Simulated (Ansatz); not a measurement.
**From formation energies to a reaction energy: Ga2P3**

The calculation used DFT PBE, scalar-relativistic, plane waves, PAW in Ansatz 0.2.0. Settings: cutoff 420 eV, Γ-centred meshes spaced at most about 0.3 Å⁻¹, and about 0.25 Å⁻¹ or finer for metals (2π included), Gaussian smearing. No spin polarisation.

Formation energies are uncorrected and refer to the elements' standard structures at the same level. The references include black phosphorus.

All energies are static (0 K, no zero-point motion). The reference form of P is held partly by dispersion forces, which this level lacks.

A trial structure of Ga2P3 (reached from: Ag2Br3 type (R-3c); relaxed: space group R-3c (No. 167), a = 5.278 Å, c = 26.050 Å) has a formation energy of 0.201 eV/atom. It holds P–P units of three or more atoms (shortest 2.25 Å). At its composition the lowest mixture among the elements and 1 reference phase computed alike (others may be missing) consists of these:

```json
{"phase": "P (solid)", "source": "element", "ΔE_f (eV/atom)": "-0.001"}
{"phase": "GaP (F-43m)", "source": "Materials Project", "ΔE_f (eV/atom)": "-0.432"}
```

The lowest database cell of P (-0.001) lies slightly below the reference, hence the non-zero entry.

Question: Write the balanced decomposition and find its energy per atom, per formula unit and per mole of formula units.

Answer: Balancing Ga and P gives Ga2P3 → P + 2 GaP. The left side holds 5 atoms, and the products take 1/5 (P) and 4/5 (GaP) of them. The mixture therefore lies at 1/5 × (-0.001) + 4/5 × (-0.432) = -0.346 eV/atom. The reaction energy is -0.346 − (0.201) = -0.547 eV/atom. Times 5 atoms that is -2.735 eV per Ga2P3, and times 96.485 it is -264 kJ per mole of Ga2P3. Decomposition is downhill, so the trial structure is unstable against this mixture.
